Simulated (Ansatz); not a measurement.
## Ge: the change of pressure with volume per atom

Density functional stress and forces at fixed atoms, pressure and stress positive in compression, spin-unpolarised plane waves. The results are calculated, by Ansatz 0.2.0.

Cell of the first row (space group P6_3/mmc, No. 194):
```
Ge
1.0
      3.8377     0.0000     0.0000
     -1.9189     3.3236     0.0000
      0.0000     0.0000     6.3291
Ge
4
Direct
  0.33333 0.66667 0.00064
  0.66667 0.33333 0.50064
  0.33333 0.66667 0.37436
  0.66667 0.33333 0.87436
```

Settings of every row: periodic directions 3; functional r2SCAN; spin orbit yes; potentials PAW; wave cutoff 500 eV; k mesh 12x12x4; smearing width 0.02 eV.

Limits: the cell comes from a prototype or a list of computed structures and needn't be the stable phase.

```csv
row,volume per atom (Å³),pressure (GPa)
1,20.182,11.67
2,20.819,?
3,21.47,5
4,22.133,2.33
5,22.811,0.02
6,23.502,-1.94
7,24.207,-3.61
8,24.926,-5.05
9,25.659,-6.27
```

Question: what pressure should row 2 give?

Worked fit of pressure. Take u = (V_r/V)^(2/3) − 1 with V_r = 23.157 Å³ an atom, which is twice the finite (Eulerian) strain; such expansions in the strain, on which the Birch-Murnaghan equation of state is built, carry the rest volume and the bulk modulus. The shown rows have u = 0.096, 0.05172, 0.03061, 0.01009, -0.00981, -0.02913, -0.04789, -0.06611. Least squares give pressure = −0.998 + 98.77 × u + 311.9 × u² + 354 × u³ GPa; a parabola predicts inner rows, each left out in turn, worse (root mean square 0.047 against 0.01 GPa). The rows lie off it by 0.00, 0.01, 0.00, -0.01, 0.00, 0.01, 0.00, 0.00. The pressure vanishes at u = 0.0098, or V = 22.82 Å³ an atom, and there the bulk modulus with atoms relaxed is B = −V dP/dV = (2/3)(1 + u) dP/du = 70.7 GPa. The withheld row has u = 0.07353, so the fit gives −0.998 + 98.77 × (0.07353) + 311.9 × (0.07353)² + 354 × (0.07353)³ = 8.09 GPa.

The calculation gave 8.1 GPa. The fit lies 0.01 GPa (0.056 % of the column's range) below it, one unit of the last digit.
